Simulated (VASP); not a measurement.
# Os (P6_3/mmc) in VASP: reference runs

Reference runs on Os: the cell as given and a disturbed copy.

All numbers are computed with VASP 6.6.1; they aren't measurements. Logs are shortened: lines on timing, memory, paths and dates and some standing lists are left out, and cuts for length are marked.

## 1. The structure

Symmetry: P6_3/mmc, No. 194, hexagonal system. The conventional cell has a = 2.734 Å, b = 2.734 Å, c = 4.320 Å, α = 90.00°, β = 90.00°, γ = 120.00°. Os (site symmetry -6m2) has 12 Os at 2.68 to 2.73 Å as nearest neighbours.

## 2. Single point, PBE

INCAR

```
PREC = Accurate
ENCUT = 520
EDIFF = 1E-7
ISMEAR = -1
SIGMA = 0.05
LREAL = False
LASPH = True
NELM = 60
ALGO = Normal
ISIF = 2
LWAVE = False
LCHARG = True
GGA = PE
LELF = True
LVHAR = True
NBANDS = 15
```

KPOINTS

```
regular mesh
0
Gamma
  11 11 6
```

POSCAR

```
Os
1.0
    2.7341000000      0.0000000000      0.0000000000
   -1.3670500000      2.3678000565      0.0000000000
    0.0000000000      0.0000000000      4.3197000000
Os
2
Direct
    0.6666666667      0.3333333333      0.7500000000
    0.3333333333      0.6666666667      0.2500000000
```

Potentials or basis: VASP PAW PBE potentials, release 64 (Os).

Run with:

```
$ cat potpaw_PBE.64/Os/POTCAR > POTCAR
$ mpirun -np 1 vasp_std > vasp.out
```

OUTCAR:

```text
PREC = Accurate
   ENCUT = 520
   EDIFF = 1E-7
   ISMEAR = -1
   LREAL = False
   LASPH = True
   NELM = 60
   ISIF = 2
   GGA = PE

 ion  position               nearest neighbor table
   1  0.667  0.333  0.750-   2 2.68   2 2.68   2 2.68   2 2.68   2 2.68   2 2.68
   2  0.333  0.667  0.250-   1 2.68   1 2.68   1 2.68   1 2.68   1 2.68   1 2.68

  LATTYP: Found a hexagonal cell.
 ALAT       =     2.7341000000
 C/A-ratio  =     1.5799348963

  Lattice vectors:

 A1 = (   2.7341000000,   0.0000000000,   0.0000000000)
 A2 = (  -1.3670500000,   2.3678000565,   0.0000000000)
 A3 = (   0.0000000000,   0.0000000000,   4.3197000000)

Analysis of symmetry for initial positions (statically):
=====================================================================
 Subroutine PRICEL returns:
 Original cell was already a primitive cell.

 Routine SETGRP: Setting up the symmetry group for a
 hexagonal supercell.

 Subroutine GETGRP returns: Found 24 space group operations
 (whereof 12 operations were pure point group operations)
 out of a pool of 24 trial point group operations.

The static configuration has the point symmetry D_3d.
 The point group associated with its full space group is D_6h.

Analysis of symmetry for dynamics (positions and initial velocities):
=====================================================================
 Subroutine PRICEL returns:
 Original cell was already a primitive cell.

 Routine SETGRP: Setting up the symmetry group for a
 hexagonal supercell.

 Subroutine GETGRP returns: Found 24 space group operations
 (whereof 12 operations were pure point group operations)
 out of a pool of 24 trial point group operations.

The dynamic configuration has the point symmetry D_3d.
 The point group associated with its full space group is D_6h.

 Subroutine INISYM returns: Found 24 space group operations
 (whereof 12 operations are pure point group operations),
 and found     1 'primitive' translations

----------------------------------------------------------------------------------------

                                     Primitive cell

  volume of cell :      27.9649

  direct lattice vectors                    reciprocal lattice vectors
     2.734100000  0.000000000  0.000000000     0.365751070  0.211166479  0.000000000
    -1.367050000  2.367800057  0.000000000     0.000000000  0.422332957  0.000000000
     0.000000000  0.000000000  4.319700000     0.000000000  0.000000000  0.231497558

  length of vectors
[... 119 lines left out ...]
   NELECT =      16.0000    total number of electrons
   NUPDOWN=      -1.0000    fix difference up-down
   EMIN   =  10.00;   EMAX   =-10.00  energy-range for DOS
   EFERMI =   0.00;   METHOD = LEGACY
   ISMEAR =    -1;   SIGMA  =   0.05  broadening in eV -4-tet -1-fermi 0-gaus
   EFERMI_NEDOS =   21; number of points for ismear=-14 and -15
   IALGO  =     38    algorithm
   IMIX   =      4    mixing-type and parameters
     AMIX     =   0.40;   BMIX     =  1.00
     AMIX_MAG =   1.60;   BMIX_MAG =  1.00
  volume/ion in A,a.u.               =      13.98        94.36
  Fermi-wavevector in a.u.,A,eV,Ry     =   1.359076  2.568282 25.131161  1.847088
  Thomas-Fermi vector in A             =   2.485855
   LORBIT       =      0    0 simple, 1 ext, 2 COOP (PROOUT), +10 PAW based schemes
   GGA     = PE    functional components
   LHFCALC =     F    Hartree Fock is set to
   AEXX    =    0.0000 exact exchange contribution
   IVDW    =     0    specifies the selected vdW correction
   LEPSILON=     F    determine dielectric tensor
   LRPA    =     F    only Hartree local field effects (RPA)
 non-spin polarized calculation
  energy-cutoff  :      520.00
  volume of cell :       27.96
 maximum number of plane-waves:       768
   NGX = 11   NGY = 11   NGZ = 17

 number of electron      15.9999998 magnetization

 Free energy of the ion-electron system (eV)
  ---------------------------------------------------
  ext. energy  EPLUGINS =         0.00000000
  ---------------------------------------------------
  free energy    TOTEN  =       -22.47353034 eV

  energy without entropy =      -22.46034775  energy(sigma->0) =      -22.46693905

 E-fermi :   9.4307     XC(G=0): -14.0602

 val. band max:        9.4075299628   @ k =   0.0909   0.0000   0.3333
 cond. band min:       9.4911859151   @ k =   0.3636   0.0909   0.3333
 fundamental gap:      0.0836559523
 Fermi energy:         9.4306645006

 k-point     1 :       0.0000    0.0000    0.0000
  band No.  band energies     occupation
      1      -1.4737      2.00000
      2       1.6783      2.00000
      3       6.4207      2.00000
      4       6.4207      2.00000
      5       6.6716      2.00000
      6       7.2635      2.00000
      7       7.2635      2.00000
      8       7.9118      2.00000
      9       7.9118      2.00000
     10       9.4980      0.41314
     11      11.1650      0.00000
     12      11.1650      0.00000
     13      18.5541      0.00000
     14      23.5104      0.00000
[... 689 lines left out ...]
      2       3.3735      2.00000
      3       4.1445      2.00000
      4       5.1043      2.00000
      5       5.7247      2.00000
      6       6.7405      2.00000
      7       7.1372      2.00000
      8       8.1014      2.00000
      9       9.5739      0.10778
     10       9.9206      0.00011
     11      11.1255      0.00000
     12      13.0138      0.00000
     13      22.1195      0.00000
     14      25.2399      0.00000
     15      26.3940      0.00000

 [... further k-points ...]

------------------------ aborting loop because EDIFF is reached ----------------------------------------

  FORCE on cell =-STRESS in cart. coord.  units (eV):
  Direction    XX          YY          ZZ          XY          YZ          ZX
  --------------------------------------------------------------------------------------
  -------------------------------------------------------------------------------------
  Total        1.5292442      1.5292442      1.5763258      0.0000000     -0.0000000      0.0000000
  in kB       87.6141843     87.6141843     90.3116036      0.0000000     -0.0000000      0.0000000
  external PRESSURE =      88.5133241 kB  Pullay stress =       0.0000000 kB

 VOLUME and BASIS-vectors are now :
 -----------------------------------------------------------------------------
  energy-cutoff  :      520.00
  volume of cell :       27.96
      direct lattice vectors                 reciprocal lattice vectors
     2.734100000  0.000000000  0.000000000     0.365751070  0.211166479  0.000000000
    -1.367050000  2.367800057  0.000000000     0.000000000  0.422332957  0.000000000
     0.000000000  0.000000000  4.319700000     0.000000000  0.000000000  0.231497558

 POSITION                                       TOTAL-FORCE (eV/Angst)
 -----------------------------------------------------------------------------------
      1.36705      0.78927      3.23977         0.000000      0.000000      0.000000
     -0.00000      1.57853      1.07993        -0.000000      0.000000      0.000000
 -----------------------------------------------------------------------------------
    total drift:                               -0.000000      0.000000     -0.000000

  FREE ENERGIE OF THE ION-ELECTRON SYSTEM (eV)
  ---------------------------------------------------
  free  energy   TOTEN  =       -22.4735303383 eV

  energy  without entropy=      -22.4603477532  energy(sigma->0) =      -22.46693905
```

It took 14 s on 1 thread of AMD EPYC 9R45 (Zen 5), shared host; peak memory 0.11 GiB.

What came out:

| Item | Value |
| --- | --- |
| Free energy | -22.4735 eV |
| Pressure | 8.9 GPa |
| Band gap on the k mesh | none (metal or under the smearing width) |

## 3. Single point, PBE (atoms moved at random, drawn with an rms of 0.05 Å)

INCAR

```
PREC = Accurate
ENCUT = 520
EDIFF = 1E-7
ISMEAR = -1
SIGMA = 0.05
LREAL = F
LASPH = T
NELM = 100
ALGO = Normal
ISIF = 2
LWAVE = F
LCHARG = F
GGA = PE
NBANDS = 15
```

KPOINTS

```
Automatic mesh
0
Gamma
  11 11 6
```

POSCAR

```
Os
1.0
    2.7341000000      0.0000000000      0.0000000000
   -1.3670500000      2.3678000565      0.0000000000
    0.0000000000      0.0000000000      4.3197000000
Os
2
Direct
    0.6588800000      0.3197410000      0.7591660000
    0.3285490000      0.6649530000      0.2460270000
```

Potentials or basis: VASP PAW PBE potentials, release 64 (Os).

Run with:

```
$ cat potpaw_PBE.64/Os/POTCAR > POTCAR
$ mpirun -np 1 vasp_std > vasp.out
```

OUTCAR:

```text
PREC = Accurate
   ENCUT = 520
   EDIFF = 1E-7
   ISMEAR = -1
   LREAL = F
   LASPH = T
   NELM = 100
   ISIF = 2
   GGA = PE

 ion  position               nearest neighbor table
   1  0.659  0.320  0.759-   2 2.61   2 2.63   2 2.64   2 2.71   2 2.73   2 2.73
   2  0.329  0.665  0.246-   1 2.61   1 2.63   1 2.64   1 2.71   1 2.73   1 2.73

  LATTYP: Found a hexagonal cell.
 ALAT       =     2.7341000000
 C/A-ratio  =     1.5799348963

  Lattice vectors:

 A1 = (   2.7341000000,   0.0000000000,   0.0000000000)
 A2 = (  -1.3670500000,   2.3678000565,   0.0000000000)
 A3 = (   0.0000000000,   0.0000000000,   4.3197000000)

Analysis of symmetry for initial positions (statically):
=====================================================================
 Subroutine PRICEL returns:
 Original cell was already a primitive cell.

 Routine SETGRP: Setting up the symmetry group for a
 hexagonal supercell.

 Subroutine GETGRP returns: Found  2 space group operations
 (whereof  1 operations were pure point group operations)
 out of a pool of 24 trial point group operations.

The static configuration has the point symmetry C_1 .
 The point group associated with its full space group is S_2 .

Analysis of symmetry for dynamics (positions and initial velocities):
=====================================================================
 Subroutine PRICEL returns:
 Original cell was already a primitive cell.

 Routine SETGRP: Setting up the symmetry group for a
 hexagonal supercell.

 Subroutine GETGRP returns: Found  2 space group operations
 (whereof  1 operations were pure point group operations)
 out of a pool of 24 trial point group operations.

The dynamic configuration has the point symmetry C_1 .
 The point group associated with its full space group is S_2 .

 Subroutine INISYM returns: Found  2 space group operations
 (whereof  1 operations are pure point group operations),
 and found     1 'primitive' translations

----------------------------------------------------------------------------------------

                                     Primitive cell

  volume of cell :      27.9649

  direct lattice vectors                    reciprocal lattice vectors
     2.734100000  0.000000000  0.000000000     0.365751070  0.211166479  0.000000000
    -1.367050000  2.367800057  0.000000000     0.000000000  0.422332957  0.000000000
     0.000000000  0.000000000  4.319700000     0.000000000  0.000000000  0.231497558

  length of vectors
     2.734100000  2.734100000  4.319700000     0.422332957  0.422332957  0.231497558

  position of ions in fractional coordinates (direct lattice)
     0.658880000  0.319741000  0.759166000
     0.328549000  0.664953000  0.246027000

  ion indices of the primitive-cell ions
   primitive index   ion index
                 1           1
                 2           2

----------------------------------------------------------------------------------------

 KPOINTS: Automatic mesh

Automatic generation of k-mesh.
 Grid dimensions read from file:
 generate k-points for:   11   11    6

 Generating k-lattice:

  Cartesian coordinates                     Fractional coordinates (reciprocal lattice)
     0.033250097  0.019196953  0.000000000     0.090909091 -0.000000000  0.000000000
     0.000000000  0.038393905  0.000000000     0.000000000  0.090909091  0.000000000
[... 68 lines left out ...]
   total plane-waves  NPLWV =  12800
   dimension x,y,z NGX =    20 NGY =   20 NGZ =   32
   dimension x,y,z NGXF=    40 NGYF=   40 NGZF=   64
   ions per type =               2
   NGX,Y,Z   is equivalent  to a cutoff of  12.16, 12.16, 12.32 a.u.
   NGXF,Y,Z  is equivalent  to a cutoff of  24.32, 24.32, 24.63 a.u.
 SYSTEM =  unknown system
   PREC   = accura    normal or accurate (medium, high low for compatibility)
   ISTART =      0    job   : 0-new  1-cont  2-samecut
   ICHARG =      2    charge: 1-file 2-atom 10-const
   ISPIN  =      1    spin polarized calculation?
   LNONCOLLINEAR =      F non collinear calculations
   LSORBIT =      F    spin-orbit coupling
   LASPH  =      T    aspherical Exc in radial PAW
   ENCUT  =  520.0 eV  38.22 Ry    6.18 a.u.   5.08  5.08  8.03*2*pi/ulx,y,z
   NELM   =    100;   NELMIN=  2; NELMDL= -5     # of ELM steps
   EDIFF  = 0.1E-06   stopping-criterion for ELM
   LREAL  =      F    real-space projection
   EDIFFG = 0.1E-05   stopping-criterion for IOM
   NSW    =      0    number of steps for IOM
   IBRION =     -1    ionic relax: 0-MD 1-quasi-New 2-CG
   NFREE  =      0    steps in history (QN), initial steepest desc. (CG)
   ISIF   =      2    stress and relaxation
   ISYM   =      2    0-nonsym 1-usesym 2-fastsym
   POTIM  = 0.5000    time-step for ionic-motion
   TEBEG  =    0.0;   TEEND  =   0.0 temperature during run
   PSTRESS=    0.0 pullay stress
   NELECT =      16.0000    total number of electrons
   NUPDOWN=      -1.0000    fix difference up-down
   EMIN   =  10.00;   EMAX   =-10.00  energy-range for DOS
   EFERMI =   0.00;   METHOD = LEGACY
   ISMEAR =    -1;   SIGMA  =   0.05  broadening in eV -4-tet -1-fermi 0-gaus
   EFERMI_NEDOS =   21; number of points for ismear=-14 and -15
   IALGO  =     38    algorithm
   IMIX   =      4    mixing-type and parameters
     AMIX     =   0.40;   BMIX     =  1.00
     AMIX_MAG =   1.60;   BMIX_MAG =  1.00
  volume/ion in A,a.u.               =      13.98        94.36
  Fermi-wavevector in a.u.,A,eV,Ry     =   1.359076  2.568282 25.131161  1.847088
  Thomas-Fermi vector in A             =   2.485855
   LORBIT       =      0    0 simple, 1 ext, 2 COOP (PROOUT), +10 PAW based schemes
   GGA     = PE    functional components
   LHFCALC =     F    Hartree Fock is set to
   AEXX    =    0.0000 exact exchange contribution
   IVDW    =     0    specifies the selected vdW correction
   LEPSILON=     F    determine dielectric tensor
   LRPA    =     F    only Hartree local field effects (RPA)
 non-spin polarized calculation
  energy-cutoff  :      520.00
  volume of cell :       27.96
 maximum number of plane-waves:       768
   NGX = 11   NGY = 11   NGZ = 17

 number of electron      16.0000000 magnetization

 Free energy of the ion-electron system (eV)
  ---------------------------------------------------
  ext. energy  EPLUGINS =         0.00000000
  ---------------------------------------------------
  free energy    TOTEN  =       -22.44143703 eV

  energy without entropy =      -22.42737818  energy(sigma->0) =      -22.43440761

 E-fermi :   9.4495     XC(G=0): -14.0577

 val. band max:        9.4491537915   @ k =  -0.0909  -0.0000   0.3333
 cond. band min:       9.4521186686   @ k =   0.3636   0.0909   0.3333
 fundamental gap:      0.0029648771
 Fermi energy:         9.4494500464

 k-point     1 :       0.0000    0.0000    0.0000
  band No.  band energies     occupation
      1      -1.4727      2.00000
      2       1.6678      2.00000
      3       6.3820      2.00000
      4       6.4282      2.00000
      5       6.6578      2.00000
      6       7.1714      2.00000
      7       7.2337      2.00000
      8       7.8772      2.00000
      9       8.0682      2.00000
     10       9.5271      0.34940
     11      11.0517      0.00000
     12      11.3103      0.00000
     13      18.4942      0.00000
     14      23.5001      0.00000
[... 689 lines left out ...]
      2       2.6342      2.00000
      3       2.9705      2.00000
      4       5.8232      2.00000
      5       6.3386      2.00000
      6       6.9290      2.00000
      7       7.6671      2.00000
      8      11.6106      0.00000
      9      11.6342      0.00000
     10      12.0764      0.00000
     11      13.9897      0.00000
     12      15.4135      0.00000
     13      19.0777      0.00000
     14      19.8518      0.00000
     15      21.7640      0.00000

 [... further k-points ...]

------------------------ aborting loop because EDIFF is reached ----------------------------------------

  FORCE on cell =-STRESS in cart. coord.  units (eV):
  Direction    XX          YY          ZZ          XY          YZ          ZX
  --------------------------------------------------------------------------------------
  -------------------------------------------------------------------------------------
  Total        1.4802117      1.7085671      1.8984660      0.0324596     -0.0486234      0.0141838
  in kB       84.8049908     97.8880347    108.7678115      1.8596925     -2.7857521      0.8126266
  external PRESSURE =      97.1536123 kB  Pullay stress =       0.0000000 kB

 VOLUME and BASIS-vectors are now :
 -----------------------------------------------------------------------------
  energy-cutoff  :      520.00
  volume of cell :       27.96
      direct lattice vectors                 reciprocal lattice vectors
     2.734100000  0.000000000  0.000000000     0.365751070  0.211166479  0.000000000
    -1.367050000  2.367800057  0.000000000     0.000000000  0.422332957  0.000000000
     0.000000000  0.000000000  4.319700000     0.000000000  0.000000000  0.231497558

 POSITION                                       TOTAL-FORCE (eV/Angst)
 -----------------------------------------------------------------------------------
      1.36434      0.75708      3.27937        -0.067920      0.234386     -1.011340
     -0.01074      1.57448      1.06276         0.067920     -0.234386      1.011340
 -----------------------------------------------------------------------------------
    total drift:                                0.000001      0.000000      0.000002

  FREE ENERGIE OF THE ION-ELECTRON SYSTEM (eV)
  ---------------------------------------------------
  free  energy   TOTEN  =       -22.4414370342 eV

  energy  without entropy=      -22.4273781794  energy(sigma->0) =      -22.43440761
```

OSZICAR:

```text
N       E                     dE             d eps       ncg     rms          rms(c)
DAV:   1     0.103683490059E+03    0.10368E+03   -0.74440E+03 10920   0.102E+03
DAV:   2    -0.190470915575E+02   -0.12273E+03   -0.10707E+03 11095   0.328E+02
DAV:   3    -0.238005533925E+02   -0.47535E+01   -0.45968E+01 14939   0.569E+01
DAV:   4    -0.238358068940E+02   -0.35254E-01   -0.35188E-01 11732   0.505E+00
DAV:   5    -0.238359991514E+02   -0.19226E-03   -0.19224E-03 15016   0.350E-01    0.235E+01
DAV:   6    -0.227676504650E+02    0.10683E+01   -0.86276E-01 13853   0.791E+00    0.108E+01
DAV:   7    -0.224494779557E+02    0.31817E+00   -0.61960E-01 14196   0.655E+00    0.552E-01
DAV:   8    -0.224441186666E+02    0.53593E-02   -0.63763E-03 11319   0.605E-01    0.361E-01
DAV:   9    -0.224414386767E+02    0.26800E-02   -0.17527E-03 13384   0.414E-01    0.426E-02
DAV:  10    -0.224414594822E+02   -0.20806E-04   -0.67832E-05 13937   0.697E-02    0.908E-03
DAV:  11    -0.224414392937E+02    0.20189E-04   -0.34477E-06 12775   0.199E-02    0.154E-03
DAV:  12    -0.224414373241E+02    0.19696E-05   -0.15967E-07 12216   0.441E-03    0.110E-03
DAV:  13    -0.224414370826E+02    0.24145E-06   -0.10437E-08  8001   0.813E-04    0.259E-04
DAV:  14    -0.224414370342E+02    0.48437E-07   -0.23110E-09  6944   0.559E-04
   1 F= -.22441437E+02 E0= -.22434408E+02  d E =-.140589E-01
```

It took 65 s on 1 thread of AMD EPYC 9R45 (Zen 5), shared host; peak memory 0.21 GiB.

What came out:

| Quantity | Value |
| --- | --- |
| Free energy | -22.4414 eV |
| Pressure | 9.7 GPa |
| Largest force | 1.040 eV/Å |
| Band gap on the k mesh | none (metal or under the smearing width) |

Forces in eV/Å, atoms in the order of the input:
```
Os  -0.068  0.234 -1.011
Os   0.068 -0.234  1.011
```

Stress tensor (GPa, compression positive):
```
 8.48  0.19  0.08
 0.19  9.79 -0.28
 0.08 -0.28 10.88
```

Levels at points of the mesh, in eV from the Fermi level:
```tsv
k point	band 4	band 5	band 6	band 7	band 8	band 9	band 10	band 11	band 12	band 13
(0.00, 0.00, 0.00)	-3.02	-2.79	-2.28	-2.22	-1.57	-1.38	0.08	1.60	1.86	9.04
(0.00, 0.00, 0.50)	-3.28	-3.27	-3.25	-3.23	-3.19	0.73	0.84	1.05	1.11	13.45
```
